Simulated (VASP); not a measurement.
The system is ZnSnN2.

```xyz
8
Lattice="-2.3821 2.3821 4.7900 2.3821 -2.3821 4.7900 2.3821 2.3821 -4.7900" Properties=species:S:1:pos:R:3 pbc="T T T"
Zn    0.0000    2.3821    2.3950
Zn    0.0000    0.0000    0.0000
Sn    2.3821    0.0000    2.3950
Sn    0.0000    0.0000    4.7900
N     2.3821    0.0000    0.0958
N     2.3821    0.0000    4.6942
N     0.0000    0.0000    2.4908
N     0.0000    0.0000    7.0893
```

The cell was built by a generator and needn't be a form met in nature.

```yaml
Program: VASP 6.6.1
Task: relaxation of cell and atoms
Functional: PBE
Potentials_or_basis: VASP PAW PBE potentials, release 64 (Zn, Sn_d, N)
Cutoff: 520 eV
k_mesh: 4 × 4 × 4
Occupations: gaussian, width 0.15 eV
Spin: no spin polarisation
```

At the start: pressure -18.2 GPa; volume 13.59 Å³/atom.

How do energy, volume and symmetry change on relaxing?

Over 8 steps the energy falls by 144.3 meV/atom and the volume is 11.74 Å³/atom (-13.6 %); space group I4_1/amd (No. 141, to 0.05 Å).

Step by step:
```csv
step,energy change (eV),largest force (eV/Å),pressure (GPa),volume (Å³)
1,0.0000,0.6447,-18.18,108.72
2,-0.7926,0.3881,15.02,86.22
3,-1.0859,0.0440,0.87,92.88
4,-1.0846,0.0630,-0.87,93.32
5,-1.1123,0.1553,-0.20,93.20
6,-1.1241,0.2645,0.32,93.01
7,-1.1383,0.1913,-0.21,93.32
8,-1.1542,0.0545,0.48,93.93
```

Final structure:
```
Zn Sn N
1.0
    -2.22182    2.22182    4.75668
     2.22182   -2.22182    4.75668
     2.22182    2.22182   -4.75668
Zn Sn N
2 2 4
Cartesian
  0.0000 2.2218 2.3783
  0.0000 0.0000 0.0000
  2.2218 0.0000 2.3783
  0.0000 0.0000 4.7567
  2.2218 0.0000 0.1660
  2.2218 0.0000 4.5907
  0.0000 0.0000 2.5443
  0.0000 0.0000 6.9690
```

Caveat: the k mesh is coarse (spacing up to 0.47 Å⁻¹), so the values aren't converged; the relaxation stopped at a loose force limit of 0.08 eV/Å, so its end isn't a converged minimum.
